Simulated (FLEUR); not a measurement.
# TaN (Pm-3m) in FLEUR: single point with r2SCAN+U

Aim: the single point of TaN with r2SCAN+U.

Everything below comes from runs of FLEUR MaX-R8.1 (later development tree). Logs are shortened: lines on timing, memory, paths and dates and some standing lists are left out, and cuts for length are marked.

## (1) The crystal as given

The structure is cubic, space group Pm-3m (No. 221). The conventional cell has a = 2.732 Å, b = 2.732 Å, c = 2.732 Å, α = 90.00°, β = 90.00°, γ = 90.00°. Ta (site symmetry m-3m) has 8 N at 2.37 Å as nearest neighbours. N (site symmetry m-3m) has 8 Ta at 2.37 Å as nearest neighbours.

The cell comes from a database or a generator and needn't be the stable form of this composition.

## (2) Single point, r2SCAN+U

The input, inp.xml:

```xml
<?xml version="1.0" encoding="UTF-8" standalone="no"?>
<fleurInput fleurInputVersion="0.39">
   <comment>
      TaN                                                                                                 
   </comment>
   <calculationSetup>
      <cutoffs Kmax="4.56" Gmax="14.1" GmaxXC="14.1" numbands="0"/>
      <scfLoop itmax="100" minDistance="0.0002" maxIterBroyd="50" imix="Anderson" alpha="0.05" precondParam="0.0" spinf="2.0" sdNocoIR="T"/>
      <coreElectrons ctail="F" frcor="F" kcrel="0" coretail_lmax="0"/>
      <xcFunctional name="LibXC" relativisticCorrections="F">
         <LibXCName exchange="mgga_x_r2scan" correlation="mgga_c_r2scan"/>
         <AuxGGA exchange="117" correlation="130"/>
      </xcFunctional>
      <magnetism jspins="1"/>
      <soc l_soc="F" theta="0.0" phi="0.0" spav="F"/>
      <expertModes spex="0" secvar="F"/>
      <geometryOptimization l_f="F" forcealpha="1.0" forcemix="BFGS" epsdisp="0.00001" epsforce="0.00001"/>
      <ldaU l_linMix="F" mixParam="0.05" spinf="1.0"/>
   </calculationSetup>
   <cell>
      <bzIntegration valenceElectrons="32.0" mode="gauss" fermiSmearingEnergy="0.00183747">
         <kPointListSelection listName="default-1"/>
         <!-- k-points included here -->
         <xi:include xmlns:xi="http://www.w3.org/2001/XInclude" href="kpts.xml"> </xi:include>
      </bzIntegration>
      <!-- symmetry operations included here -->
      <xi:include xmlns:xi="http://www.w3.org/2001/XInclude" href="sym.xml"> </xi:include>
      <bulkLattice scale="1.0">
         <bravaisMatrix>
            <row-1>    5.1633132222384779     0.0000000000000000     0.0000000000000000</row-1>
            <row-2>    0.0000000000000000     5.1633132222384779     0.0000000000000000</row-2>
            <row-3>    0.0000000000000000     0.0000000000000000     5.1633132222384779</row-3>
         </bravaisMatrix>
      </bulkLattice>
   </cell>
   <atomSpecies>
      <species name="Tantalum (Ta)" element="Ta" atomicNumber="73">
         <mtSphere radius="2.39" gridPoints="791" logIncrement="0.017"/>
         <atomicCutoffs lmax="10" lnonsphr="10"/>
         <electronConfig flipSpins="F">
            <coreConfig>(1s1/2) (2s1/2) (2p1/2) (2p3/2) (3s1/2) (3p1/2) (3p3/2) (4s1/2) (3d3/2) (3d5/2) (4p1/2) (4p3/2) (4d3/2) (4d5/2)</coreConfig>
            <valenceConfig>(5s1/2) (5p1/2) (5p3/2) (6s1/2) (4f5/2) (4f7/2) (5d3/2) (5d5/2)</valenceConfig>
            <stateOccupation state="(5d3/2)" spinUp="0.600000" spinDown="0.600000"/>
            <stateOccupation state="(5d5/2)" spinUp="0.900000" spinDown="0.900000"/>
         </electronConfig>
         <energyParameters s="6" p="6" d="5" f="4"/>
         <ldaU l="2" U="8" J="0.0" l_amf="F"/>
         <lo type="SCLO" l="0" n="5" eDeriv="0"/>
         <lo type="SCLO" l="1" n="5" eDeriv="0"/>
         <lo type="SCLO" l="3" n="4" eDeriv="2"/>
      </species>
      <species name="Nitrogen (N)" element="N" atomicNumber="7">
         <mtSphere radius="1.58" gridPoints="523" logIncrement="0.02"/>
         <atomicCutoffs lmax="8" lnonsphr="8"/>
         <electronConfig flipSpins="F">
            <coreConfig>(1s1/2)</coreConfig>
            <valenceConfig>(2s1/2) (2p1/2) (2p3/2)</valenceConfig>
            <stateOccupation state="(2p1/2)" spinUp="0.500000" spinDown="0.500000"/>
            <stateOccupation state="(2p3/2)" spinUp="1.000000" spinDown="1.000000"/>
         </electronConfig>
         <energyParameters s="2" p="2" d="3" f="4"/>
         <lo type="SCLO" l="0" n="2" eDeriv="2"/>
         <lo type="SCLO" l="1" n="2" eDeriv="2"/>
         <lo type="SCLO" l="2" n="3" eDeriv="2"/>
      </species>
   </atomSpecies>
   <atomGroups>
      <atomGroup species="Tantalum (Ta)">
         <relPos label="                   1">.0000000000 .0000000000 .0000000000</relPos>
         <force calculate="T" relaxXYZ="TTT"/>
      </atomGroup>
      <atomGroup species="Nitrogen (N)">
         <relPos label="                   2">1.000/2.000 1.000/2.000 1.000/2.000</relPos>
         <force calculate="T" relaxXYZ="TTT"/>
      </atomGroup>
   </atomGroups>
   <output dos="F" band="F" slice="F">
      <checks vchk="F" cdinf="F"/>
      <bandDOS minEnergy="-.5*Htr" maxEnergy="0.5*Htr" sigma="0.015" storeEVData="T"/>
      <vacuumDOS vacdos="F" integ="F" star="F" nstars="0" locx1="0.0" locy1="0.0" locx2="0.0" locy2="0.0" nstm="0" tworkf="0.0"/>
      <unfoldingBand unfoldBand="F" supercellX="1" supercellY="1" supercellZ="1"/>
      <plotting iplot="0" polar="F">
         <plot TwoD="T" vec1="  1.0  0.0  0.0" vec2="  0.0  1.0  0.0" vec3="  0.0  0.0  1.0" zero="  0.0  0.0  0.0" file="plot"/>
      </plotting>
      <chargeDensitySlicing numkpt="0" minEigenval="0.0" maxEigenval="0.0" nnne="0" pallst="F"/>
      <specialOutput eonly="F"/>
      <moessbauerParams electricFieldGradient="T" isomerShift="T" coreHyperfine="T" valenceHyperfine="T"/>
      <magneticCircularDichroism mcd="F" energyLo="-10.0" energyUp="0.0"/>
   </output>
  <!-- We include the file relax.xml here to enable relaxations (see documentation) -->
  <xi:include xmlns:xi="http://www.w3.org/2001/XInclude" href="relax.xml"> <xi:fallback/> </xi:include>
</fleurInput>
```

The input, crystal.txt:

```
TaN
&input cartesian=F /
2.7323076900  0.0000000000  0.0000000000
0.0000000000  2.7323076900  0.0000000000
0.0000000000  0.0000000000  2.7323076900
1.8897261246
1.0 1.0 1.0

2
73 0.0000000000  0.0000000000  0.0000000000
7 0.5000000000  0.5000000000  0.5000000000

&kpt div1=7 div2=7 div3=7 gamma=T /
```

Potentials or basis: all-electron, FLAPW.

Launch:

```console
$ inpgen -f crystal.txt -profile fastHighL
$ # inp.xml edited to the form shown
$ fleur_MPI
```

Output:

```text
Welcome to FLEUR        (www.flapw.de)
      MaX-Release 8.1          (www.max-centre.eu)
 func_ids         498         497         498         497
 MetaGGA potential functional detected - V_tau will be computed
 Auxiliary Potential for radial basis: exchange=         117  correlation=         130
The functional 'Re-regularized SCAN exchange by Furness et al' is an exchange functional, it belongs to the 'MGGA' family and is defined in the reference(s):
[1] J. W. Furness, A. D. Kaplan, J. Ning, J. P. Perdew, and J. Sun.,  J. Phys. Chem. Lett. 11, 8208-8215 (2020)
[2] J. W. Furness, A. D. Kaplan, J. Ning, J. P. Perdew, and J. Sun.,  J. Phys. Chem. Lett. 11, 9248-9248 (2020)
The functional 'Re-regularized SCAN correlation by Furness et al' is a correlation functional, it belongs to the 'MGGA' family and is defined in the reference(s):
[1] J. W. Furness, A. D. Kaplan, J. Ning, J. P. Perdew, and J. Sun.,  J. Phys. Chem. Lett. 11, 8208-8215 (2020)
[2] J. W. Furness, A. D. Kaplan, J. Ning, J. P. Perdew, and J. Sun.,  J. Phys. Chem. Lett. 11, 9248-9248 (2020)
 Using same functional for VXC and EXC

 ========== k-point set info ==========
 Selected k-point list: default-1
 k-point list type: mesh
 7 x 7 x 7
 Number of k points: 20

 ------------Calculation Setup---------------------------
 Number of MPI-tasks      :            1
 Number of PE/node        :            1
 Number of OMP-threads    :            1
 Most efficient MPI parallelization for:
           1           2           4           5          10          20
 Additional eigenvalue parallelization possible
 Number of basis functions:          293
 Approximate size of matrices (H+S) per k-point:         0.001 GB
 --------------------------------------------------------
The functional 'Hammer, Hansen, and Norskov' is an exchange functional, it belongs to the 'GGA' family and is defined in the reference(s):
[1] B. Hammer, L. B. Hansen, and J. K. Nørskov.,  Phys. Rev. B 59, 7413 (1999)
The functional 'Perdew, Burke & Ernzerhof' is a correlation functional, it belongs to the 'GGA' family and is defined in the reference(s):
[1] J. P. Perdew, K. Burke, and M. Ernzerhof.,  Phys. Rev. Lett. 77, 3865 (1996)
[2] J. P. Perdew, K. Burke, and M. Ernzerhof.,  Phys. Rev. Lett. 78, 1396 (1997)
 Using same functional for VXC and EXC
 Using auxiliary GGA potential for the first iteration of MetaGGA calculation.
 no density matrix found ... skipping LDA+U
 Reset of history
 Reset of history
 Reset of history
 Iteration:     1   Distance:      55.09165468 me/bohr^3
The functional 'Hammer, Hansen, and Norskov' is an exchange functional, it belongs to the 'GGA' family and is defined in the reference(s):
[1] B. Hammer, L. B. Hansen, and J. K. Nørskov.,  Phys. Rev. B 59, 7413 (1999)
The functional 'Perdew, Burke & Ernzerhof' is a correlation functional, it belongs to the 'GGA' family and is defined in the reference(s):
[1] J. P. Perdew, K. Burke, and M. Ernzerhof.,  Phys. Rev. Lett. 77, 3865 (1996)
[2] J. P. Perdew, K. Burke, and M. Ernzerhof.,  Phys. Rev. Lett. 78, 1396 (1997)
 Using same functional for VXC and EXC
 Iteration:     2   Distance:      53.28532708 me/bohr^3
The functional 'Hammer, Hansen, and Norskov' is an exchange functional, it belongs to the 'GGA' family and is defined in the reference(s):
[1] B. Hammer, L. B. Hansen, and J. K. Nørskov.,  Phys. Rev. B 59, 7413 (1999)
The functional 'Perdew, Burke & Ernzerhof' is a correlation functional, it belongs to the 'GGA' family and is defined in the reference(s):
[1] J. P. Perdew, K. Burke, and M. Ernzerhof.,  Phys. Rev. Lett. 77, 3865 (1996)
[2] J. P. Perdew, K. Burke, and M. Ernzerhof.,  Phys. Rev. Lett. 78, 1396 (1997)
 Using same functional for VXC and EXC
 Iteration:     3   Distance:      49.75815165 me/bohr^3
The functional 'Hammer, Hansen, and Norskov' is an exchange functional, it belongs to the 'GGA' family and is defined in the reference(s):
[1] B. Hammer, L. B. Hansen, and J. K. Nørskov.,  Phys. Rev. B 59, 7413 (1999)
The functional 'Perdew, Burke & Ernzerhof' is a correlation functional, it belongs to the 'GGA' family and is defined in the reference(s):
[1] J. P. Perdew, K. Burke, and M. Ernzerhof.,  Phys. Rev. Lett. 77, 3865 (1996)
[2] J. P. Perdew, K. Burke, and M. Ernzerhof.,  Phys. Rev. Lett. 78, 1396 (1997)
 Using same functional for VXC and EXC
 Iteration:     4   Distance:      28.00961380 me/bohr^3
The functional 'Hammer, Hansen, and Norskov' is an exchange functional, it belongs to the 'GGA' family and is defined in the reference(s):
[1] B. Hammer, L. B. Hansen, and J. K. Nørskov.,  Phys. Rev. B 59, 7413 (1999)
The functional 'Perdew, Burke & Ernzerhof' is a correlation functional, it belongs to the 'GGA' family and is defined in the reference(s):
[1] J. P. Perdew, K. Burke, and M. Ernzerhof.,  Phys. Rev. Lett. 77, 3865 (1996)
[2] J. P. Perdew, K. Burke, and M. Ernzerhof.,  Phys. Rev. Lett. 78, 1396 (1997)
 Using same functional for VXC and EXC
 Iteration:     5   Distance:      25.04560130 me/bohr^3
The functional 'Hammer, Hansen, and Norskov' is an exchange functional, it belongs to the 'GGA' family and is defined in the reference(s):
[1] B. Hammer, L. B. Hansen, and J. K. Nørskov.,  Phys. Rev. B 59, 7413 (1999)
The functional 'Perdew, Burke & Ernzerhof' is a correlation functional, it belongs to the 'GGA' family and is defined in the reference(s):
[1] J. P. Perdew, K. Burke, and M. Ernzerhof.,  Phys. Rev. Lett. 77, 3865 (1996)
[2] J. P. Perdew, K. Burke, and M. Ernzerhof.,  Phys. Rev. Lett. 78, 1396 (1997)
 Using same functional for VXC and EXC
 Iteration:     6   Distance:       4.92244635 me/bohr^3
The functional 'Hammer, Hansen, and Norskov' is an exchange functional, it belongs to the 'GGA' family and is defined in the reference(s):
[1] B. Hammer, L. B. Hansen, and J. K. Nørskov.,  Phys. Rev. B 59, 7413 (1999)
The functional 'Perdew, Burke & Ernzerhof' is a correlation functional, it belongs to the 'GGA' family and is defined in the reference(s):
[1] J. P. Perdew, K. Burke, and M. Ernzerhof.,  Phys. Rev. Lett. 77, 3865 (1996)
[2] J. P. Perdew, K. Burke, and M. Ernzerhof.,  Phys. Rev. Lett. 78, 1396 (1997)
 Using same functional for VXC and EXC
[... 40 lines left out ...]
[2] J. P. Perdew, K. Burke, and M. Ernzerhof.,  Phys. Rev. Lett. 78, 1396 (1997)
 Using same functional for VXC and EXC
 Iteration:    13   Distance:       0.00438428 me/bohr^3
The functional 'Hammer, Hansen, and Norskov' is an exchange functional, it belongs to the 'GGA' family and is defined in the reference(s):
[1] B. Hammer, L. B. Hansen, and J. K. Nørskov.,  Phys. Rev. B 59, 7413 (1999)
The functional 'Perdew, Burke & Ernzerhof' is a correlation functional, it belongs to the 'GGA' family and is defined in the reference(s):
[1] J. P. Perdew, K. Burke, and M. Ernzerhof.,  Phys. Rev. Lett. 77, 3865 (1996)
[2] J. P. Perdew, K. Burke, and M. Ernzerhof.,  Phys. Rev. Lett. 78, 1396 (1997)
 Using same functional for VXC and EXC
 Iteration:    14   Distance:       0.00556081 me/bohr^3
The functional 'Hammer, Hansen, and Norskov' is an exchange functional, it belongs to the 'GGA' family and is defined in the reference(s):
[1] B. Hammer, L. B. Hansen, and J. K. Nørskov.,  Phys. Rev. B 59, 7413 (1999)
The functional 'Perdew, Burke & Ernzerhof' is a correlation functional, it belongs to the 'GGA' family and is defined in the reference(s):
[1] J. P. Perdew, K. Burke, and M. Ernzerhof.,  Phys. Rev. Lett. 77, 3865 (1996)
[2] J. P. Perdew, K. Burke, and M. Ernzerhof.,  Phys. Rev. Lett. 78, 1396 (1997)
 Using same functional for VXC and EXC
 Iteration:    15   Distance:       0.00029960 me/bohr^3
The functional 'Hammer, Hansen, and Norskov' is an exchange functional, it belongs to the 'GGA' family and is defined in the reference(s):
[1] B. Hammer, L. B. Hansen, and J. K. Nørskov.,  Phys. Rev. B 59, 7413 (1999)
The functional 'Perdew, Burke & Ernzerhof' is a correlation functional, it belongs to the 'GGA' family and is defined in the reference(s):
[1] J. P. Perdew, K. Burke, and M. Ernzerhof.,  Phys. Rev. Lett. 77, 3865 (1996)
[2] J. P. Perdew, K. Burke, and M. Ernzerhof.,  Phys. Rev. Lett. 78, 1396 (1997)
 Using same functional for VXC and EXC
 Iteration:    16   Distance:       0.00037196 me/bohr^3
The functional 'Hammer, Hansen, and Norskov' is an exchange functional, it belongs to the 'GGA' family and is defined in the reference(s):
[1] B. Hammer, L. B. Hansen, and J. K. Nørskov.,  Phys. Rev. B 59, 7413 (1999)
The functional 'Perdew, Burke & Ernzerhof' is a correlation functional, it belongs to the 'GGA' family and is defined in the reference(s):
[1] J. P. Perdew, K. Burke, and M. Ernzerhof.,  Phys. Rev. Lett. 77, 3865 (1996)
[2] J. P. Perdew, K. Burke, and M. Ernzerhof.,  Phys. Rev. Lett. 78, 1396 (1997)
 Using same functional for VXC and EXC
 Iteration:    17   Distance:       0.00001813 me/bohr^3

 ********************************************************************
 Run finished successfully
 Stop message:
   all done
 ********************************************************************
```

It took 20 s on 1 thread of Arm Neoverse V2, shared host; peak memory 0.08 GiB.

What came out:

```
Free energy                                           : -426659.4422 eV
Valence electrons inside the program's atomic spheres : Ta 24.54; N 3.96 (radii Ta 2.39, N 1.58 bohr)
```

Levels at points of the mesh, in eV from the Fermi level:
| k point | band 12 | band 13 | band 14 | band 15 | band 16 | band 17 | band 18 | band 19 | band 20 | band 21 |
| --- | --- | --- | --- | --- | --- | --- | --- | --- | --- | --- |
| (0.00, 0.00, 0.00) | -19.98 | -5.63 | -5.63 | -3.31 | -3.31 | -3.31 | 2.02 | 5.80 | 5.80 | 5.80 |

Eigenvalues of the final occupation matrices:
```
       site  spin  trace               eigenvalues
atom type 1     1   2.08  0.21 0.21 0.21 0.72 0.72
```

Core levels (eV from the Fermi level):
```
atom                                                                                                                                                                                                          levels
1 Ta  1s1/2 -67280.0, 2s1/2 -11549.7, 2p1/2 -11035.8, 2p3/2 -9765.5, 3s1/2 -2643.9, 3p1/2 -2416.0, 3p3/2 -2142.5, 4s1/2 -537.2, 3d3/2 -1758.6, 3d5/2 -1699.0, 4p1/2 -443.2, 4p3/2 -380.3, 4d3/2 -226.2, 4d5/2 -214.7
 2 N                                                                                                                                                                                                    1s1/2 -378.1
```

Caveat: with Gaussian smearing the program prints no entropy term, so the energy of a metal isn't a free energy; the meta-GGA is that of a development version, with a GGA for the radial functions and cores and without core tails. Spin-orbit coupling is left out, which matters for the levels of Ta.
